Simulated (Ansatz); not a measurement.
Trial structure of SiO₂, not yet relaxed:

```yaml
crystal:
  lattice:
    - [2.61239, 0.00000, 0.00000]
    - [-1.30619, 2.26239, 0.00000]
    - [0.00000, 0.00000, 8.76396]
  atoms:
    - { symbol: Si, position: [0.66667, 0.33333, 0.75000] }
    - { symbol: Si, position: [0.33333, 0.66667, 0.25000] }
    - { symbol: O, position: [0.33333, 0.66667, 0.85109] }
    - { symbol: O, position: [0.00000, 0.00000, 0.64891] }
    - { symbol: O, position: [0.66667, 0.33333, 0.14891] }
    - { symbol: O, position: [0.00000, 0.00000, 0.35109] }
```

Theory: DFT PBE+D3(BJ), scalar-relativistic, plane waves, PAW (Ansatz). Settings: cutoff 420 eV, Γ-centred mesh 6×6×2 on the computed 6-atom cell, Gaussian smearing of 0.10 eV; no spin polarisation.

Energies over the elements count from the elements' standard structures at the same level (O₂ as a molecule), with no fitted energy shifts.

Problem. How far from equilibrium is it?

Solution. The pressure is 25.3 GPa (the mean over three directions, positive in compression), the largest force is 1.50 eV/Å, and the energy is −2.47 eV/atom against the elements. The shortest distance is 1.75 Å.

Problem. How much does it gain on relaxing, and where does it end?

Solution. Relaxing gains about 0.07 eV/atom in 16 ionic steps and ends at −2.532 eV/atom on the finer mesh. The symmetry stays P-3m1 (No. 164). The volume per atom grows by 14.4 %, from 8.6 to 9.9 Å³. The shortest distance goes from 1.75 Å (Si–O) to 1.80 Å (Si–O). Conventional cell: a = 2.686 Å, c = 9.484 Å. Si has 6 O at 1.80 Å; O on its first site has 3 Si at 1.80 Å; O on its second site has 3 Si at 1.80 Å.

The last run used a 12×12×4 mesh (in the run's order of axes) for its 6-atom cell and Gaussian smearing of 0.02 eV. The relaxation can't lower the symmetry of the start. A later test with randomly moved atoms ended 5 meV/atom lower, in C2/m at a loose tolerance, which is no clear verdict on its stability.
